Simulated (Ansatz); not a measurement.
Runs of Ansatz 0.2.0 on Al2Cu. It takes space group I4/mmm (No. 139, tetragonal). The conventional cell has a = 4.061 Å, b = 4.061 Å, c = 5.702 Å, α = 90.00°, β = 90.00°, γ = 90.00°. Cu (site symmetry 4/mmm) has 8 Al at 2.48 Å as nearest neighbours. Al (site symmetry -4m2) is surrounded by 4 Cu at 2.48 Å and 2 Al at 2.85 Å. The cell comes from a database or a generator and needn't be the stable form of this composition.

```csv
task,level,k mesh,cutoff (eV),atoms under strain,gap on the mesh (eV),V0 of scaled cells (Å³/atom),B0 (GPa)
equation of state,LDA,9 × 9 × 9,420,-,-,15.20,(a)
phonons,PBEsol,8 × 8 × 8,420,-,none,-,-
equation of state,r2SCAN,9 × 9 × 9,500,-,-,15.72,107
elastic constants,PBEsol,8 × 8 × 8,420,relaxed,none,-,-
```

Alike in all rows: potentials or basis Ansatz PAW; no spin polarisation; cell as given; smearing fermi-dirac 0.05 eV.

**Question.** Estimate the missing entries.

**Answer.** (a) 111.

Caveats: the cell was scaled at fixed shape and fractional positions, which overstates the stiffness of a crystal with free parameters, most of all of layers and chains (some runs); the PAW data sets come from PBE, with cores solved anew for the run's functional, which leaves a small shift of forces and pressure (some runs); the PAW data sets were made with another functional, which shifts forces and pressure a little (some runs); elastic constants of metals need much finer meshes, so these are rough (some runs).

A gap of «none» marks a metal or a gap under the smearing width.
